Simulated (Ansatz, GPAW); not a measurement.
# Ballistic transport through octane-1,8-dithiol between two Pd chains, from relaxation to T(E), part 2 of 5

Aim: the conductance of octane-1,8-dithiol between two Pd chains after relaxation, and whether geometry, basis or functional moves it most.

GPAW 26.7.0 and Ansatz 0.2.0; Ansatz plane waves; relaxation of the junction with the lead ends held; PAW set soft_1 (the session's first sound run).

So far. Step 2 (Relaxing the atoms): The relaxation lowered the energy of the cell by 2.05 eV.

### 3. Plane waves, PBE

Plane waves give the reference curve, free of the bias of atom-centred orbitals.

This step: Ansatz plane waves; Landauer transmission by layers, zero bias; PAW set soft_1 (Ansatz 0.2.0).

Input file input.yaml:

```yaml
crystal:
  lattice:
    - [12.6071723682, 0.0, 0.0]
    - [0.0, 9.5985367784, 0.0]
    - [0.0, 0.0, 50.862048331]
  atoms:
    - { symbol: Pd, position: [0.5, 0.5, 0.0245762812] }
    - { symbol: Pd, position: [0.5, 0.5, 0.0737288435] }
    - { symbol: Pd, position: [0.5, 0.5, 0.1228814058] }
    - { symbol: Pd, position: [0.5, 0.5, 0.1720339681] }
    - { symbol: Pd, position: [0.5, 0.5, 0.2211865304] }
    - { symbol: Pd, position: [0.5, 0.5, 0.2703390927] }
    - { symbol: Pd, position: [0.399661652, 0.5395473229, 0.3121002797] }
    - { symbol: Pd, position: [0.5385075998, 0.4797202664, 0.3455378712] }
    - { symbol: S, position: [0.5314423451, 0.5881435762, 0.3832419584] }
    - { symbol: H, position: [0.5067828112, 0.3754289249, 0.4089606744] }
    - { symbol: C, position: [0.4795518361, 0.4834706748, 0.410980016] }
    - { symbol: H, position: [0.3924734868, 0.4843627978, 0.4099191565] }
    - { symbol: H, position: [0.6059397119, 0.5493007425, 0.4369727732] }
    - { symbol: C, position: [0.5185922696, 0.5482075501, 0.4369894856] }
    - { symbol: H, position: [0.4933783929, 0.658008678, 0.4377467454] }
    - { symbol: H, position: [0.5031921855, 0.3617229568, 0.460924802] }
    - { symbol: C, position: [0.4787870387, 0.4719540161, 0.461819957] }
    - { symbol: H, position: [0.3913158347, 0.4717765025, 0.4619396432] }
    - { symbol: H, position: [0.6071615735, 0.5365967841, 0.4874422926] }
    - { symbol: C, position: [0.5196621319, 0.5367362669, 0.4876682787] }
    - { symbol: H, position: [0.4957954125, 0.6472529685, 0.4883944181] }
    - { symbol: H, position: [0.5045337414, 0.3523828297, 0.512049129] }
    - { symbol: C, position: [0.4806507337, 0.4628932379, 0.512773293] }
    - { symbol: H, position: [0.3931517535, 0.4630114995, 0.5129977506] }
    - { symbol: H, position: [0.6089909773, 0.527940996, 0.538494588] }
    - { symbol: C, position: [0.5215190342, 0.5277125776, 0.5386187482] }
    - { symbol: H, position: [0.4970796136, 0.637931041, 0.5395116879] }
    - { symbol: H, position: [0.5070078607, 0.3416660489, 0.5626976796] }
    - { symbol: C, position: [0.4817604973, 0.4514520156, 0.563453608] }
    - { symbol: H, position: [0.3944138074, 0.4503108051, 0.5634750079] }
    - { symbol: H, position: [0.607892526, 0.515350445, 0.59051277] }
    - { symbol: C, position: [0.5208141131, 0.5162346117, 0.5894558475] }
    - { symbol: H, position: [0.4935834439, 0.6242703119, 0.5914733594] }
    - { symbol: S, position: [0.4689764385, 0.4115977694, 0.6172009444] }
    - { symbol: Pd, position: [0.4626728617, 0.5199264287, 0.6549231039] }
    - { symbol: Pd, position: [0.6022052795, 0.4603248333, 0.6881935108] }
    - { symbol: Pd, position: [0.5, 0.5, 0.7296609073] }
    - { symbol: Pd, position: [0.5, 0.5, 0.7788134696] }
    - { symbol: Pd, position: [0.5, 0.5, 0.8279660319] }
    - { symbol: Pd, position: [0.5, 0.5, 0.8771185942] }
    - { symbol: Pd, position: [0.5, 0.5, 0.9262711565] }
    - { symbol: Pd, position: [0.5, 0.5, 0.9754237188] }
kpoints:
  mp_grid: { grid: [1, 1, 2] }
hamiltonian:
  xc: pbe
  pseudopotentials: { kind: paw, azcp: { folder: soft_1 } }
scf:
  occupations: { method: fermi_dirac, width: 0.1 }
output:
  transmission:
    leads: [[0, 1]]
    e_range: [-2, 2]
    de: 0.025
    kmesh: [1, 1]
    reduced_basis: true
  write_potential: true
  write_density: true
  volumetric_format: npy
  elf: true
```

Started as:

```console
ansatz run input.yaml --threads 4 --pin off --max-ram 8192MiB --backend cpu --events-out ev --progress --plain --runs-dir out
```

Numbers of over 12 decimals in the logs are rounded to 6 here.

The log of the run:

```text
[...]
Crystal: 42 atoms, lattice volume = 6154.837 Å³
Basis set: ecut = 420 eV, 120191 PW (Γ)
Bands: 216, of which v1, the nominal top of the filled ones, is band 174 counted from 1 (173 counted from 0)
Symmetry: 1 space group operations
[...]
k-points: 2
[...]
SCF iter   1: F=—  HF=-115631.268384 eV  |F-HF|=—  |Δ(HF+E_count)|=         —  Δρ=4.21e-2  dr2=1.65e2  ethr=3.10e-3  ⟨swp⟩=16.5  Hψ=3066  notcnv=0
[...]
SCF iter  17: F=-115597.944068 eV  HF=-115597.944068 eV  |F-HF|=3.16e-9  |Δ(HF+E_count)|=   2.33e-7  Δρ=5.40e-7  dr2=3.18e-8  ethr=2.87e-11  ⟨swp⟩=25.0  Hψ=2263  notcnv=0
[...]
SCF 1 converged in 17 iterations: F = -115597.944068 eV  dr2 = 3.18e-8
[...]
transmission: 8 of 79 steps passed
transmission: 16 of 79 steps passed
[...]
transmission: 79 of 79 steps passed
WARN: The input density's exchange-correlation potential varies sharply where the density is thin. Do not read a vacuum level from v_tot or v_xc, or from such a field of the output density. On a cell that repeats whose density bears no net charge and no dipole along the vacuum's axis use v_es (v_loc + v_h of the components); under efield.dipole_correction with no amplitude use v_es + v_field, which holds any external [...]
SCF converged after 17 iterations
the last check of whether an eigenvalue changes by more than its tolerance under the output density was not made (no_room)
Free energy (F): -115597.944068 eV
[...]
Internal energy: -115596.246580 eV  (E = F + TS)
E sigma→0 (E₀):  -115597.095324 eV
Entropy (-TS):   -1.697488 eV (-40.416 meV/atom)
Fermi energy:    -3.912861 eV
[...]
--- Band table (eV) ---
  k-point 0: bands = [... 170 lower, -4.0534, -3.9943, -3.9861, -3.9304, -3.9115, -3.8662, -3.8156, -3.8133, ... 38 higher]
  k-point 1: bands = [... 170 lower, -4.0534, -3.9941, -3.9850, -3.9304, -3.9125, -3.8651, -3.8162, -3.8133, ... 38 higher]
--- Transmission ---
  basis      : 1063 plane waves across, 79 finite elements along
  points     : 1, standing for a mesh of 1 x 1
  filling    : by the input's occupations and mesh, since the crystals that have channels conduct as metals do. If one of these is a semiconductor, that mesh has misplaced its level
  energies   : 161 from -2.000000 to 2.000000 eV about the Fermi level, 0.025000 eV apart; the leads are filled to 0.000000 eV, and channels, transmission and decay are at 0.000000 eV
  crystal 0  : Pd1, at the sites [0, 1], period 2.5000 Å, over 30.00 Å; its Hamiltonian steps by up to 3.1 meV
    offset         : up to 0.0000 Å between an atom of the period and one for which it stands
    filled         : 11.2 meV under the level at which it is neutral
    channels       : 4.000000e0 a spin
    conductance    : 2.5540e14 S/m² at 300 K; may be off by some 0.0 % by where its bands' edges are placed, 0.2 % from the distance to neutral
  junction   : crystal 0 to crystal 0, 0.70 to 49.06 Å
    transmission   : 8.151255e-4 a spin
    conductance    : 5.7782e10 S/m² at 300 K (5.7869e10 on every other energy)
    error estimate : 0.2 % from the energy spacing and 2.3 % from band edges of the leads and from resonances (wavevectors taken as independent; lower de), 5.9 % from the steps of its leads' Hamiltonians or their offsets (lay more layers), 10.8 % from the distance to neutral
    resistance     : 1.7303e1 Ω µm² beyond half of each lead's own
```

It took 1.9 h on 4 threads of Intel Xeon 6975P-C (Granite Rapids), shared host; peak memory 6.9 GiB.

The column dr2 measures how far the density is from self-consistency, as an energy; F and HF (Harris–Foulkes) agree once it is small.

This step gave:

| Property | Result |
| --- | --- |
| free energy | -115597.9441 eV |
| lead level | 0 eV from the Fermi level |
| transmission at the Fermi level (one spin) | 8.15e-4 |
| open channels of the lead at the Fermi level (one spin) | 4 |
| step of the potential along the lead | 3.1 meV |
| offset of the lead | 0 Å |
| filling of the lead less its bulk value, in size | 11.2 meV |
| conductance | 9.02e-4 G₀ |

One spin. The transmission, zone mean by energy, zero at the Fermi level:

```csv
energy (eV),"transmission, zone mean"
-2.000,0.00541
-1.800,4.9e-4
-1.600,2.1e-4
-1.400,5.3e-4
-1.225,0.267
-1.200,0.261
-1.000,1.1e-4
-0.800,2.2e-4
-0.600,1.6e-4
-0.400,2.7e-4
-0.200,0.00141
0.000,8.2e-4
0.200,0.00354
0.400,0.00145
0.600,6.7e-4
0.800,3.5e-4
1.000,2.0e-4
1.200,1.3e-4
1.400,8.0e-5
1.600,5.3e-5
1.800,3.6e-5
2.000,2.5e-5
```

One spin. The open channels, zone mean by energy, zero at the Fermi level:

```
energy (eV)  open channels, zone mean
     -2.000                         3
     -1.800                         3
     -1.600                         3
     -1.400                         3
     -1.200                         3
     -1.000                         5
     -0.800                         5
     -0.600                         5
     -0.400                         4
     -0.200                         4
      0.000                         4
      0.200                         1
      0.400                         1
      0.600                         1
      0.800                         1
      1.000                         1
      1.200                         1
      1.400                         1
      1.600                         1
      1.800                         1
      2.000                         1
```

Crystal 0, spin -, k parallel (0, 0); distinct values, listed up to 1.5 1/Å. Im kz of the slowest decaying states against energy, zero at the Fermi level:

| energy (eV) | decay 1 (Å⁻¹) | decay 2 (Å⁻¹) | decay 3 (Å⁻¹) | decay 4 (Å⁻¹) |
| --- | --- | --- | --- | --- |
| -2.0000 | 0.729 | 0.819 | 0.819 | 1.32 |
| -1.7500 | 0.666 | 0.703 | 0.703 | 1.29 |
| -1.5000 | 0.542 | 0.542 | 0.596 | 1.27 |
| -1.2500 | 0.243 | 0.243 | 0.515 | 1.24 |
| -1.0000 | 0.419 | 1.22 | 1.25 | 1.26 |
| -0.7500 | 0.291 | 1.19 | 1.22 | 1.24 |
| -0.5000 | 0.265 | 0.265 | 1.16 | 1.20 |
| -0.2500 | 0.519 | 0.519 | 1.14 | 1.17 |
| 0.0000 | 0.655 | 0.655 | 1.11 | 1.14 |
| 0.2500 | 0.117 | 0.118 | 0.143 | 0.751 |
| 0.5000 | 0.205 | 0.205 | 0.266 | 0.824 |
| 0.7500 | 0.255 | 0.255 | 0.347 | 0.883 |
| 1.0000 | 0.288 | 0.288 | 0.411 | 0.932 |
| 1.2500 | 0.310 | 0.310 | 0.464 | 0.966 |
| 1.5000 | 0.323 | 0.323 | 0.509 | 0.937 |
| 1.7500 | 0.327 | 0.329 | 0.548 | 0.908 |
| 2.0000 | 0.324 | 0.326 | 0.582 | 0.879 |

Crystal 0, spin -, k parallel (0, 0). Table of Re kz of states that move upwards by energy, zero at the Fermi level:

```
energy (eV)  channel 1 (Å⁻¹)  channel 2 (Å⁻¹)  channel 3 (Å⁻¹)  channel 4 (Å⁻¹)  channel 5 (Å⁻¹)
     -2.000           -0.781           -0.781            0.603                -                -
     -1.800           -0.711           -0.711            0.637                -                -
     -1.600           -0.646           -0.646            0.672                -                -
     -1.400           -0.586           -0.586            0.707                -                -
     -1.200           -0.527           -0.527            0.744                -                -
     -1.000           -0.470           -0.470            0.486            0.486            0.783
     -0.800           -0.413           -0.413            0.749            0.749            0.826
     -0.600           -0.355           -0.355            0.873             1.10             1.10
     -0.400           -0.294           -0.293            0.204            0.927                -
     -0.200           -0.226           -0.226            0.335            0.993                -
      0.000           -0.141           -0.141            0.425             1.08                -
      0.200            0.497                -                -                -                -
      0.400            0.557                -                -                -                -
      0.600            0.609                -                -                -                -
      0.800            0.655                -                -                -                -
      1.000            0.695                -                -                -                -
      1.200            0.732                -                -                -                -
      1.400            0.765                -                -                -                -
      1.600            0.796                -                -                -                -
      1.800            0.825                -                -                -                -
      2.000            0.853                -                -                -                -
```

The electrostatic potential energy of an electron (with the applied field's), less the Fermi level, planar mean oscillates, so the rows of the table below give means over windows of 1 Å about each position, cut where the curve ends. Its first 14 maxima inside the range that stand out by 2 % of the span (Å: eV): 2.5: 5.12, 4.9: 5.11, 7.5: 5.10, 10.0: 5.08, 12.4: 5.04, 14.8: 4.79, 16.7: 4.35, 18.6: 4.71, 20.2: 4.37, 21.6: 4.35, 22.9: 4.22, 24.2: 4.25, 25.4: 4.20, 26.7: 4.25. Its first 14 minima: 1.3: 4.00, 3.8: 4.00, 6.2: 3.99, 8.8: 3.97, 11.3: 3.94, 13.7: 3.89, 16.0: 3.77, 17.5: 3.75, 19.6: 4.09, 20.9: 3.75, 22.2: 3.66, 23.5: 3.60, 24.9: 3.60, 26.1: 3.60.

Electrostatic potential energy of an electron (with the applied field's), less the Fermi level, planar mean against z; means over each step:

```csv
z (Å),"electrostatic potential energy of an electron (with the applied field's), less the Fermi level, planar mean (eV)"
0,5.02
1,4.26
2,4.74
3,4.73
4,4.25
5,5.02
6,4.24
7,4.72
8,4.71
9,4.22
10,4.98
11,4.20
12,4.66
13,4.65
14,4.12
15,4.57
16,3.92
17,4.11
18,4.15
19,4.40
20,4.22
21,4.00
22,3.96
23,3.97
24,4.01
25,3.86
26,3.84
27,3.96
28,3.99
29,4.02
30,3.98
31,4.20
32,4.46
33,4.05
34,4.14
35,3.92
36,4.60
37,4.06
38,4.77
39,4.52
40,4.31
41,4.95
42,4.16
43,4.84
44,4.58
45,4.36
46,4.99
47,4.18
48,4.86
49,4.59
50,4.37
```

The valence density, planar mean oscillates, so the rows of the table below give means over windows of 2.5 Å about each position, cut where the curve ends. Its first 14 maxima inside the range that stand out by 2 % of the span (Å: e/Å³): 1.3: 0.145, 3.8: 0.143, 6.2: 0.145, 8.8: 0.145, 11.3: 0.144, 13.7: 0.144, 15.8: 0.145, 17.5: 0.145, 20.8: 0.0469, 22.3: 0.0465, 23.5: 0.0470, 24.9: 0.0467, 26.0: 0.0464, 27.4: 0.0470. Its first 14 minima: 2.5: 0.0100, 4.9: 0.0100, 7.5: 0.00994, 10.0: 0.01000, 12.4: 0.0102, 14.8: 0.0162, 16.7: 0.0327, 18.6: 0.0217, 21.6: 0.0282, 22.9: 0.0324, 24.2: 0.0293, 25.4: 0.0316, 26.7: 0.0294, 28.0: 0.0325.

Valence density, planar mean against z; means over each step:

```csv
z (Å),"valence density, planar mean (e/Å³)"
0.0,0.0595
2.5,0.0595
5.0,0.0595
7.5,0.0595
10.0,0.0595
12.5,0.0596
15.0,0.0787
17.5,0.0715
20.0,0.0345
22.5,0.0381
25.0,0.0381
27.5,0.0382
30.0,0.0359
32.5,0.0632
35.0,0.0691
37.5,0.0601
40.0,0.0595
42.5,0.0595
45.0,0.0595
47.5,0.0595
50.0,0.0723
```

Valence density in the cb plane at fractional x = 0.493, with atoms of Pd and H and C within 0.2 Å of it. It is the smooth field of the valence electrons, not physical close to the nuclei.

Ten steps, logarithmic in the rise over the least value, from '0' (0 e/Å³) to '9' (13 e/Å³), each cell a mean:
```
00000000000000000000000000000000000000000000
00000000000000000000000000000000000000000000
00000000000000000000000000000000000000000000
00000000000000000000000000000000000000000000
00000000000000000000000000000000000000000000
00000000000000000000000000000000000000000000
00000000000000000111100001210000111000001000
00000000000000001233210013431001243100023210
01111101111001112444321124542112454210135421
23443211211122223444432234543223454311245431
36886322222344433444444445554334555433345543
58998422222467643333455555555555555555555554
47997421122478742222355543345555444555544455
25665211111356531111245532124554223455432345
12222100001123221000245421024553112355311235
00000000000011100000123210013442001344210135
00000000000000000000011100001210000122100013
00000000000000000000000000000000000000000000
00000000000000000000000000000000000000000000
00000000000000000000000000000000000000000000
00000000000000000000000000000000000000000000
00000000000000000000000000000000000000000000
00000000000000000000000000000000000000000000
00000000000000000000000000000000000000000000
```
Columns run along c (16.0 Å, from fractional 0.25 to 0.57 of the cell), rows up along b (9.6 Å). Atoms in or near the plane, at fractional coordinates: Pd at (0.27, 0.50), H at (0.41, 0.38), C at (0.41, 0.48), H at (0.44, 0.66), H at (0.46, 0.36), C at (0.46, 0.47), H at (0.49, 0.65), H at (0.51, 0.35), C at (0.51, 0.46), H at (0.54, 0.64), H at (0.56, 0.34), C at (0.56, 0.45).

ELF in the cb plane at fractional x = 0.493, with atoms of Pd and H and C within 0.2 Å of it. It is the smooth field of the valence electrons, not physical close to the nuclei.

Ten even steps from '0' (0.00 × 1e-1) to '9' (9.98 × 1e-1), each cell a mean:
```
00000000000000000000000000000000000000000000
00000000000000000000000000000000000000000000
00000000000000000000000000000000000000000000
00000000000000000112100000110000021000001100
00000000000000001244310003651000365100025410
00000000000000003577620028994002898400169850
00100001110000015788740059996005999710399981
11111111111110136899850179997106999810599982
11221111111111147888851169995006999710599982
23332122221222247756753357874224898511489961
24444222222233336756876785367567636654665664
33223322222334424667873697588569748866874687
34334212222344432334552476576237767722786883
23443212221244432111589852146776324655643464
12222111111123322101799961049997103899720279
11111111100112221001799960069998104999920399
01111000000011111001699950059997104999820399
00000000000000100000388720038995002899710289
00000000000000000000034200015762001587300058
00000000000000000000001000001310000132000013
00000000000000000000000000000000000000000000
00000000000000000000000000000000000000000000
00000000000000000000000000000000000000000000
00000000000000000000000000000000000000000000
```
Columns run along c (16.0 Å, from fractional 0.25 to 0.57 of the cell), rows up along b (9.6 Å). Atoms in or near the plane, at fractional coordinates: Pd at (0.27, 0.50), H at (0.41, 0.38), C at (0.41, 0.48), H at (0.44, 0.66), H at (0.46, 0.36), C at (0.46, 0.47), H at (0.49, 0.65), H at (0.51, 0.35), C at (0.51, 0.46), H at (0.54, 0.64), H at (0.56, 0.34), C at (0.56, 0.45).

Electrostatic potential energy in the cb plane at fractional x = 0.493, with atoms of Pd and H and C within 0.2 Å of it. With pseudopotentials it is smooth inside the atoms' cores, unlike the true potential.

Ten even steps from '0' (-44 eV) to '9' (1 eV), each cell a mean:
```
99999999999999999999999999999999999999999999
99999999999999999999999999999999999999999999
99999999999999999999999999999999999999999999
99999999999999999999999999999999999999999999
99999999999999999999999999999999999999999999
99999999999999999999999999999999999999999999
99999999999999999999999999988999999999999999
99999999999999999998789999952799996479999768
99999999999999999985236899852799984169999516
89976578999999989872004888732689985479998647
68730016898888656873015656500377761038887204
37500004898886201687666200521430251044135103
48610005899985101589987100677610057661004656
78852148999987424799998524899841379983016888
99988889999998878999999527999962699997368999
99999999999999999999999758999972699997259999
99999999999999999999999999999998999998789999
99999999999999999999999999999999999999999999
99999999999999999999999999999999999999999999
99999999999999999999999999999999999999999999
99999999999999999999999999999999999999999999
99999999999999999999999999999999999999999999
99999999999999999999999999999999999999999999
99999999999999999999999999999999999999999999
```
Columns run along c (16.0 Å, from fractional 0.24 to 0.55 of the cell; values clipped at the 3rd and 97th percentile), rows up along b (9.6 Å). Atoms in or near the plane, at fractional coordinates: Pd at (0.27, 0.50), H at (0.41, 0.38), C at (0.41, 0.48), H at (0.44, 0.66), H at (0.46, 0.36), C at (0.46, 0.47), H at (0.49, 0.65), H at (0.51, 0.35), C at (0.51, 0.46), H at (0.54, 0.64).

The largest of the program's own error estimates on the conductance is 11 %. T at the Fermi level is 8.2e-4 of 4 open channels a spin.

(Part 2 of 5 ends here.)

[Logs are printed without paths, hosts, clocks, repeated set-up lines and the standing remarks that a program may print on its own settings, such as how far it seeks lower states.]

[Hosts, paths, dates, database ids (printed as entryN), source tags and the programs' standing remarks are cut or masked in the printed files.]
